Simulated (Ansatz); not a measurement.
The cell was built from the zincblende type and relaxed in the same program, and has space group F-43m; it needn't be a known or the stable phase.

BeS: DFT, PBE, PAW with Ansatz's default frozen-core files, scalar-relativistic (Ansatz 0.2.0).

Command: `ansatz run input.yaml --threads 1 --pin off --max-ram 2048MiB --backend cpu --events-out ev --progress --plain --runs-dir out` The run took 23 s on 1 thread of AMD EPYC 7R43 64-Core Processor (Zen 3), with other jobs on the host, peak memory 0.39 GiB.

```yaml
crystal:
  lattice:
    - [0.0, 2.4376528955, 2.4376528955]
    - [2.4376528955, 0.0, 2.4376528955]
    - [2.4376528955, 2.4376528955, 0.0]
  atoms:
    - { symbol: Be, position: [0.0, 0.0, 0.0] }
    - { symbol: S, position: [0.25, 0.25, 0.25] }
kpoints:
  mp_grid: { grid: [12, 12, 12] }
  band_path:
    path:
      - [0.0, 0.0, 0.0]
      - [-0.5, -0.5, 0.0]
      - [-0.375, -0.375, 0.25]
      - [-0.375, 0.0, 0.375]
      - [0.0, 0.0, 0.0]
      - [0.0, 0.0, 0.5]
      - [-0.5, -0.25, 0.25]
      - [-0.5, -0.5, 0.0]
    npoints: 14
scf:
  occupations: { method: fermi_dirac, width: 0.05 }
hamiltonian:
  xc: pbe
  pseudopotentials: { kind: paw }
output:
  forces: true
  stress: true
  eigenvalues: true
  efg: { contact_densities: true }
  populations: true
  bader: true
  dos: { projected: true, de: 0.2, e_range: [-14, 8] }
  write_density: true
  write_potential: true
  elf: true
  volumetric_format: npy
```

Output:

```
Engine: ansatz 0.2.0
Pseudopotentials: kind: paw
Pseudopotential: Be, paw, valence charge 2, recommended cutoff 420 eV (normal)
Pseudopotential: S, paw, valence charge 6, recommended cutoff 420 eV (normal)
Functional definition: PBE
  parameter kappa = 0.804
  parameter beta = 0.06672455060314922
  exchange = pbe_x(kappa = kappa, mu = beta*pi^2/3)
  correlation = pbe_c(beta = beta)
Crystal: 2 atoms, lattice volume = 28.970 Å³
Basis set: ecut = 420 eV, 537 PW (Γ), exchange–correlation on 48×48×48 points (8 copies of the dense FFT grid, shifted against one another)
Bands: 8, of which v1, the nominal top of the filled ones, is band 4 counted from 1 (3 counted from 0)
Symmetry: 24 space group operations
Space group: F-43m (ITA 216), of the structure as read, at distance tolerance 3.1e-5 Å
k-points: 72 of 1728 (time reversal used)
Non-local potential: Be, projectors of the file, l = 0: 2, l = 1: 2, l = 2: 1
Non-local potential: S, projectors of the file, l = 0: 2, l = 1: 2, l = 2: 2
PAW form: soft (Blöchl's): semilocal exchange-correlation on the pseudo side does not see the compensation charge
PAW one-centre angular grid: Be, 110 points (default); XC on 64 Gauss nodes
PAW one-centre angular grid: S, 110 points (default); XC on 64 Gauss nodes
Initial density: superposition of atomic densities (neutral atoms: chi_scale 0, normalization atom), corrected by the library's trained network
Initial wavefunctions: pseudopotential atomic-orbital guess
Functional: x = pbe(κ = 0.804, μ = 0.2195149727645171), c = pbe(β = 0.06672455060314922)
SCF iter   1: F=—  HF=-996.965961 eV  |F-HF|=—  |Δ(HF+E_count)|=         —  Δρ=6.94e-4  dr2=1.24e-4  ethr=1.77e-3  ⟨swp⟩=5.3  Hψ=4746  notcnv=0
preconditioner: auto → none  [insulator: Δε(μ)=3.144 eV  Ē_g=12.695 eV  σ=0.050 eV  W_gap=1.00  n_scr=0 (ndim 8)  ℏωp=19.5 eV  f_vac=0.000  D(μ)=0.00/eV (n_scr^D=0)  ε∞_Penn≈3.4]
SCF iter   2: F=—  HF=-996.965588 eV  |F-HF|=—  |Δ(HF+E_count)|=   3.73e-4  Δρ=4.82e-4  dr2=6.54e-5  ethr=1.56e-6  ⟨swp⟩=2.3  Hψ=1440  notcnv=0
SCF iter   3: F=—  HF=-996.965619 eV  |F-HF|=—  |Δ(HF+E_count)|=   3.13e-5  Δρ=1.74e-4  dr2=3.56e-6  ethr=8.18e-7  ⟨swp⟩=2.3  Hψ=840  notcnv=0
SCF iter   4: F=—  HF=-996.965651 eV  |F-HF|=—  |Δ(HF+E_count)|=   3.13e-5  Δρ=5.58e-5  dr2=6.89e-7  ethr=4.45e-8  ⟨swp⟩=2.0  Hψ=849  notcnv=0
iter 5 did not close the SCF: its close was put off for the readings that it lacked (scf_convergence_deferred on its scf_iter line)
SCF iter   5: F=-996.965653 eV  HF=-996.965653 eV  |F-HF|=1.83e-8  |Δ(HF+E_count)|=   2.93e-6  Δρ=1.26e-5  dr2=5.36e-8  ethr=8.61e-9  ⟨swp⟩=2.5  Hψ=844  notcnv=0
SCF iter   6: F=-996.965653 eV  HF=-996.965653 eV  |F-HF|=4.76e-10  |Δ(HF+E_count)|=   2.46e-9  Δρ=1.54e-6  dr2=7.95e-10  ethr=6.70e-10  ⟨swp⟩=5.3  Hψ=2966  notcnv=0
SCF 1 converged in 6 iterations: F = -996.965653 eV  dr2 = 7.95e-10
  greatest PAW one-centre occupation: 0.848 electrons in one spin orbital (limit 2), on the S atom at site 1 (counted from 0), in its partial waves of l = 0
NSCF: frozen V_eff on 99 k-points
SCF converged after 6 iterations
Free energy (F): -996.965653 eV
Harris-Foulkes:  -996.965653 eV  (|F-HF|=4.76e-10)
Internal energy: -996.965653 eV  (E = F + TS)
E sigma→0 (E₀):  -996.965653 eV
Fermi energy:    6.755910 eV
--- Per-component energies (eV) ---
  E_band       = 0.498422
  E_kinetic    = 127.864346
  E_local      = -117.393758  (includes V_loc(G=0)·N_el)
  E_nonlocal   = 32.724203
  E_hartree    = 36.157620
  E_xc         = -117.140154
  E_vxc        = -108.611471  (∫ρ·V_xc dr)
  E_paw        = -659.918962  (= ΣΔE_a)
  E_vpaw       = -6.399950  (= ΣTr[D̂ρ^β])
  E_aug_tail   = 0.000001  (compensation charges beyond the density's cutoff)
  E_ewald      = -299.258950
  E_smearing   = -0.000000  (= −TS)
  E_closure    = -0.000000  (closes the sum)
  Σ components = -996.965653   (vs F -996.965653, Δ=0.00e0)
--- Forces (eV/Å), atoms counted from 1 ---
  atom   1  Be     0.00000000    -0.00000000    -0.00000000
  atom   2  S      0.00000000    -0.00000000     0.00000000
  max |Σ_I F_I| component: 4.63e-16 eV/Å
--- Stress (GPa, compression-positive) ---
        0.044211      -0.000000      -0.000000
       -0.000000       0.044211       0.000000
       -0.000000       0.000000       0.044211
  P = ⅓ Tr σ = 0.0442 GPa (0.442 kbar)
--- PAW observables at the nuclei: V_zz in 10²¹ V/m², potentials from the cell's mean, atoms counted from 1 ---
  atom   1  Be V_zz =    -0.000000   η = 0.0000   by run symmetry: forbidden
            electrostatic potential = -240.658313 V   contact ρ = 238.498765 e/Å³
  atom   2  S  V_zz =    +0.000000   η = 0.0000   by run symmetry: forbidden
            electrostatic potential = -1632.129432 V   contact ρ = 19762.632222 e/Å³
--- Band table (eV; the first three rows and the last of 72) ---
  k-point 0: bands = ["-8.4262", "5.1614", "5.1614", "5.1614", "10.8196", "10.8196", "10.8196", "10.9173"]
  k-point 1: bands = ["-8.3483", "4.5744", "5.0695", "5.0695", "10.7390", "10.9866", "10.9866", "11.5920"]
  k-point 2: bands = ["-8.1223", "3.3015", "4.8433", "4.8433", "10.7006", "11.3721", "11.3721", "12.9090"]
  k-point 71: bands = ["-6.2793", "0.9680", "1.3761", "1.8908", "11.6081", "13.2276", "13.5319", "13.8979"]
--- Löwdin populations: 2 sites ---
  site symbol       q [e]
     0     Be      0.5973
     1      S      7.0904
  spilling = 0.039040 (of n_electrons = 8.000000)
--- Bader charges: 2 sites ---
  site symbol  charge [e]  shift [e]
     0     Be      1.6246     0.0000
     1      S     -1.6245     0.0000
  estimated error of the sums over rays = 2.9e-4 e
```

populations.tsv:

```
# site	symbol	l	j	q
# orbitals = lowdin
# n_electrons = 8.000000
# spilling = 0.039040
0	Be	0_2S	-	0.597311
1	S	0_3S	-	1.796701
1	S	1_3P	-	5.293670
```

bader_charges.tsv:

```
# site	symbol	x_ang	y_ang	z_ang	partial_charge_e	electrons	volume_ang3	relative_density_drop	shared_charge_e	partial_wave_shift_e
# quadrature_error_electrons = 2.9e-4
0	Be	0.0000	0.0000	0.0000	1.62455	2.37545	2.20	-	1.62455	0.00001
1	S	1.2188	1.2188	1.2188	-1.62455	17.62455	26.77	-	-1.62455	0.00001
```
